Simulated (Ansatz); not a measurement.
**Varying the input for Ti**

All trials start from this Ansatz input:

```yaml
crystal:
  lattice:
    - [4.5673748306, 0.0, 0.0]
    - [-2.2836874153, 3.9554626319, 0.0]
    - [0.0, 0.0, 2.82624427]
  atoms:
    - { symbol: Ti, position: [0.0, 0.0, 0.0] }
    - { symbol: Ti, position: [0.33333333, 0.66666667, 0.5] }
    - { symbol: Ti, position: [0.66666667, 0.33333333, 0.5] }
basis:
  ecutwfc: 420
kpoints:
  mp_grid: { grid: [6, 6, 6] }
hamiltonian:
  xc: pbe
scf:
  occupations: { method: gaussian, width: 0.1 }
output:
  forces: true
  stress: true
  eigenvalues: true
```

Command:

```bash
ansatz run input.yaml --threads 1 --pin off --max-ram 1331MiB --backend cpu --events-out ev --progress --plain --runs-dir out
```

The run converges in 7 SCF iterations on 28 irreducible k-points: pressure 0.96 GPa, no gap.

Settings here are deliberately varied, not converged. Each trial's input is given as a difference from the reference's; energies are extrapolated to zero smearing where there is one, and pressure is positive in compression.

Trial 1:

```diff
 scf:
-  occupations: { method: gaussian, width: 0.1 }
+  occupations: { method: fixed }
+  max_iter: 59
```

It warns that the bands looked metallic on the way. The run stops unconverged after 59 SCF iterations:

```text
Error: did not converge after 59 iterations: dr2 = 1.61e-3 (threshold 1.00e-7), under the density mixer `msr1`, which `scf.mixing.algorithm: auto` chose by the deck's other keys (type `scf.mixing.algorithm: msr1` to keep it); at k-index 13, counted from 0 in this SCF's own list of k-points …
```

Trial 2:

```diff
 hamiltonian:
+  hubbard: { sites: [{ species: Ti, l: d, u_eff: 6.4 }] }
```

The run converges in 17 SCF iterations on 28 irreducible k-points: pressure 12.99 GPa, no gap. It warns that the count of filled bands differs between k-points. Under a U the state reached may not be the lowest.

Trial 3:

```diff
 basis:
-  ecutwfc: 420
+  ecutwfc: "10 Ha"
 scf:
-  occupations: { method: gaussian, width: 0.1 }
+  occupations: { method: fixed }
+  max_iter: 56
```

It warns that the cutoff lies under the recommended one, 420 eV for these potentials; that the bands looked metallic on the way. The run stops unconverged after 56 SCF iterations:

```text
Error: did not converge after 56 iterations: dr2 = 3.15e-3 (threshold 1.00e-7), under the density mixer `msr1`, which `scf.mixing.algorithm: auto` chose by the deck's other keys (type `scf.mixing.algorithm: msr1` to keep it); at k-index 13, counted from 0 in this SCF's own list of k-points …
```

Next try, with these keys changed back:

```diff
 scf:
-  occupations: { method: fixed }
+  occupations: { method: gaussian, width: 0.1 }
```

The run converges in 7 SCF iterations on 28 irreducible k-points: energy 429 meV per atom above the reference, pressure 0.31 GPa, no gap. It warns that the cutoff lies under the recommended one, 420 eV for these potentials.

Trial 4:

```diff
 kpoints:
+  band_path: { path: [[0, 0, 0], [0.5, 0, 0], [0.5, 0.5, 0.5]], npoints: 8 }
```

The run converges in 7 SCF iterations on 28 irreducible k-points: the reference's energy to 0.01 meV per atom, pressure 0.96 GPa, no gap.

Trial 5 (one atom moved):

```diff
 crystal:
   atoms:
-    - { symbol: Ti, position: [0.0, 0.0, 0.0] }
+    - { symbol: Ti, position: [0.0109472075, 0.0, 0.0] }
 basis:
-  ecutwfc: 420
+  ecutwfc: "11 Ha"
 kpoints:
-  mp_grid: { grid: [6, 6, 6] }
+  mp_grid: { grid: [3, 3, 2] }
 hamiltonian:
-  xc: pbe
+  xc: rpbe
 scf:
+  mixing: { beta: 0.53, preconditioner: ldos }
+  initial_density: { chi_scale: 0, normalization: atom }
+  max_iter: 60
```

The run converges in 11 SCF iterations on 8 irreducible k-points: pressure -0.54 GPa, largest force 0.004 eV/Å, no gap. It warns that the cutoff lies under the recommended one, 420 eV for these potentials. Forces of RPBE on these PAW sets can be off by 10 %.

Trial 6:

```diff
 basis:
-  ecutwfc: 420
+  ecutwfc: "23 Ry"
 hamiltonian:
+  hubbard: { sites: [{ species: Ti, l: d, u: 8.1, j: 0.92 }] }
```

The run converges in 31 SCF iterations on 28 irreducible k-points: pressure 25.39 GPa, no gap. It warns that the cutoff lies under the recommended one, 420 eV for these potentials; that the count of filled bands differs between k-points.

Trial 7 (volume scaled):

```diff
 crystal:
   lattice:
-    - [4.5673748306, 0.0, 0.0]
-    - [-2.2836874153, 3.9554626319, 0.0]
-    - [0.0, 0.0, 2.82624427]
+    - [4.4630032409, 0.0, 0.0]
+    - [-2.2315016205, 3.8650741838, 0.0]
+    - [0.0, 0.0, 2.7616602106]
 kpoints:
-  mp_grid: { grid: [6, 6, 6] }
+  mp_grid: { grid: [3, 3, 2] }
 hamiltonian:
-  xc: pbe
+  xc: lda
 scf:
-  occupations: { method: gaussian, width: 0.1 }
+  occupations: { method: fermi_dirac, width: "100 K" }
+  mixing: { algorithm: msr1, beta: 0.16, ndim: 6, q_tf: 0.4 }
+  initial_density: { chi_scale: 0, normalization: atom }
+  max_iter: 88
```

The run converges in 10 SCF iterations on 6 irreducible k-points: pressure -5.54 GPa, no gap.

Trial 8:

```diff
 basis:
+  precision: f64
 hamiltonian:
-  xc: pbe
+  xc: lda
 scf:
+  max_iter: 100
```

The run converges in 7 SCF iterations on 28 irreducible k-points: pressure -7.90 GPa, no gap.